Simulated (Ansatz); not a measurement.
A plane-wave DFT run in Ansatz 0.2.0 (scalar-relativistic PAW potentials unless the input names others): input and command.

```yaml
crystal:
  lattice:
    - [2.1071215123, 1.2165471723, 1.9192242354]
    - [-2.1071215123, 1.2165471723, 1.9192242354]
    - [0.0, -2.4330943447, 1.9192242354]
  atoms:
    - { symbol: Hg, position: [0.0, 0.0, 0.0] }
basis:
  ecutwfc: 420
kpoints:
  mp_grid: { grid: [12, 12, 12] }
hamiltonian:
  xc: lda
scf:
  occupations: { method: fixed }
  max_iter: 80
output:
  forces: true
  eigenvalues: true
  stress: true
```

```bash
ansatz run input.yaml --threads 1 --pin off --max-ram 2560MiB --backend cpu --events-out ev --progress --plain --runs-dir out
```

Abridged log:
```
Basis set: ecut = 420 eV, 559 PW (Γ)
Bands: 14, of which v1, the nominal top of the filled ones, is band 10 counted from 1 (9 counted from 0)
Symmetry: 12 space group operations
k-points: 189 of 1728
SCF iter   1: F=—  HF=-13522.143833 eV  |F-HF|=—  |Δ(HF+E_count)|=         —  Δρ=6.10e-3  dr2=4.64e-3  ethr=1.77e-3  ⟨swp⟩=4.6  Hψ=12063  notcnv=0  defer=345
SCF iter   2: F=—  HF=-13522.143623 eV  |F-HF|=—  |Δ(HF+E_count)|=   2.10e-4  Δρ=2.88e-3  dr2=1.14e-3  ethr=2.32e-5  ⟨swp⟩=2.9  Hψ=5582  notcnv=0  defer=374
SCF iter   3: F=—  HF=-13522.143648 eV  |F-HF|=—  |Δ(HF+E_count)|=   2.50e-5  Δρ=1.16e-3  dr2=3.57e-4  ethr=5.69e-6  ⟨swp⟩=2.0  Hψ=4136  notcnv=0  defer=375
SCF iter   4: F=—  HF=-13522.143524 eV  |F-HF|=—  |Δ(HF+E_count)|=   1.25e-4  Δρ=5.07e-5  dr2=3.63e-7  ethr=1.79e-6  ⟨swp⟩=2.1  Hψ=4135  notcnv=0  defer=370
SCF iter   5: F=—  HF=-13522.143525 eV  |F-HF|=—  |Δ(HF+E_count)|=   1.66e-6  Δρ=7.48e-6  dr2=6.61e-9  ethr=1.82e-9  ⟨swp⟩=2.1  Hψ=4473  notcnv=0  defer=2
SCF iter   6: F=-13522.143525 eV  HF=-13522.143525 eV  |F-HF|=7.28e-11  |Δ(HF+E_count)|=   2.52e-9  Δρ=1.74e-6  dr2=2.66e-10  ethr=3.30e-11  ⟨swp⟩=3.1  Hψ=11018  notcnv=0
SCF 1 converged in 6 iterations: F = -13522.143525 eV  dr2 = 2.66e-10
SCF converged after 6 iterations
Free energy (F): -13522.143525 eV
Harris-Foulkes:  -13522.143525 eV  (|F-HF|=7.28e-11)
Internal energy: -13522.143525 eV  (E = F + TS)
E sigma→0 (E₀):  -13522.143525 eV
Fermi energy:    13.927662 eV
--- Forces (eV/Å), atoms counted from 1 ---
  atom   1  Hg     0.00000000     0.00000000     0.00000000
--- Stress (GPa, compression-positive) ---
       -1.604307       0.000000       0.000000
        0.000000      -1.604307       0.000000
        0.000000       0.000000      -0.217368
  P = ⅓ Tr σ = -1.1420 GPa (-11.420 kbar)
```

Question: Find the fault.

Answer: The fault is fixed occupations on a metal: they fill the same number of bands at every k-point, while the true filling differs from point to point (scf.occupations: {"method": "gaussian", "width": 0.1} → {"method": "fixed"}, the first being the value of the sound run). Setting it back cures it. The run converged all the same, with an energy at zero smearing 166 meV/atom above the reference's, pressure -1.14 GPa, largest force 0.000 eV/Å, no gap on the mesh, so convergence alone doesn't show that an input is right. A reference run from the same start on usual settings converged with pressure -5.21 GPa, largest force 0.000 eV/Å, no gap on the mesh.

The run took 4.6 s on 1 thread of Arm Neoverse V1 (shared host), peak memory 0.32 GiB.